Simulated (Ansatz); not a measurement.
Set up this calculation in Ansatz 0.2.0, as the native input.

* Task: band structure
* Functional: HSE06
* Potentials or basis: Ansatz PAW
* Cutoff: 420 eV (not typed: the program's choice for these potentials)
* k mesh: 5 × 5 × 5
* Occupations: fermi-dirac, width 0.05 eV
* Spin: no spin polarisation
* Path: [["G", "X", "M", "G", "R", "X"], ["M", "R"]]
* Points for each segment of the path: 4

Crystal: SnO.

```
Sn O
1.0
     3.13193    0.00000    0.00000
     0.00000    3.13193    0.00000
     0.00000    0.00000    3.13193
Sn O
1 1
Direct
  0.00000 0.00000 0.00000
  0.50000 0.50000 0.50000
```

The cell was built by a generator and needn't be a form met in nature.

These files were run (other wordings do the same):

input.yaml

```yaml
crystal:
  lattice:
    - [3.13193, 0.0, 0.0]
    - [0.0, 3.13193, 0.0]
    - [0.0, 0.0, 3.13193]
  atoms:
    - { symbol: Sn, position: [0.0, 0.0, 0.0] }
    - { symbol: O, position: [0.5, 0.5, 0.5] }
hamiltonian:
  xc: hse06
  pseudopotentials: { kind: paw }
kpoints:
  mp_grid: { grid: [5, 5, 5] }
  band_path:
    path:
      - [[0.0, 0.0, 0.0], [0.0, 0.5, 0.0], [0.5, 0.5, 0.0], [0.0, 0.0, 0.0], [0.5, 0.5, 0.5], [0.0, 0.5, 0.0]]
      - [[0.5, 0.5, 0.0], [0.5, 0.5, 0.5]]
    npoints: 4
scf:
  occupations: { method: fermi_dirac, width: 0.05 }
  n_extra_bands: 6
output:
  forces: true
  stress: true
  eigenvalues: true
  fatbands: false
```

Potentials or basis: Ansatz PAW.

The run is started by

```console
$ ansatz run input.yaml --threads 2 --pin off --max-ram 5632MiB --backend cpu --events-out ev --progress --plain --runs-dir out
```

Results of the run:

```yaml
Pressure: -3.8 GPa
Band_gap_along_the_path: 0.41 eV, direct
```

Caveat: the pressure holds a Pulay correction of +0.4 GPa for the finite cutoff; spin-orbit coupling is left out, which moves the levels of the heavy elements; the PAW data sets come from PBE, with cores solved anew for the run's functional, which leaves a small shift of forces and pressure; the thresholds are loose for stress.

Wall time 57 s on 2 threads of Arm Neoverse V1, with other jobs on the host, peak memory 0.71 GiB.
